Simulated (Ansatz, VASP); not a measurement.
# Two plane-wave programs on Rh

Contents of INCAR:

```
  ALGO = Normal
  EDIFF = 1E-6
  ENCUT = 520
  GGA = CA
  ISIF = 2
  ISMEAR = -1
  LASPH = True
  LCHARG = False
  LREAL = False
  LWAVE = False
  NBANDS = 14
  NELM = 80
  PREC = Accurate
  SIGMA = 0.1
```

Contents of KPOINTS:

```
k-points
0
Gamma
  14 14 14
```

The input POSCAR:

```
Rh
1.0
    2.4474726682      0.0000000000      0.0000000000
    0.0000000000      2.4474726682      0.0000000000
    0.0000000000      0.0000000000      2.4474726682
Rh
1
Direct
    0.0000000000      0.0000000000      0.0000000000
```

Input for Ansatz:

```yaml
crystal:
  lattice:
    - [2.4474726682, 0.0, 0.0]
    - [0.0, 2.4474726682, 0.0]
    - [0.0, 0.0, 2.4474726682]
  atoms:
    - { symbol: Rh, position: [0.0, 0.0, 0.0] }
hamiltonian:
  xc: lda
  pseudopotentials:
    kind: paw
    azcp:
      Rh: "pseudopotentials/Rh.paw.azcp"
basis:
  ecutwfc: 420
  fft_grid_basis: typed
kpoints:
  mp_grid: { grid: [14, 14, 14], shift: [0, 0, 0] }
magnetization:
  spin_polarized: false
scf:
  occupations: { method: fermi_dirac, width: 0.1 }
  lower_state_search: "off"
output:
  stress: true
```

Alike in both runs: task single point; functional LDA; k mesh 14 × 14 × 14; occupations fermi-dirac, width 0.1 eV; no spin polarisation.

|  | VASP | Ansatz |
| --- | --- | --- |
| version | VASP 6.6.1 | Ansatz 0.2.0 |
| potentials or method | VASP PAW LDA potentials, release 64 (Rh_pv) | plane waves (420 eV) with PAW, scalar-relativistic |
| plane-wave cutoff (eV) | 520 | 420 |
| valence electrons in the cell | 15 | 17 |

```tsv
	VASP	Ansatz	Ansatz less VASP
pressure (GPa)	10.9	10.1	-0.89
```

The two sets of potentials don't hold the same shells in valence. Ansatz warned: «pseudo_functional_mismatch».
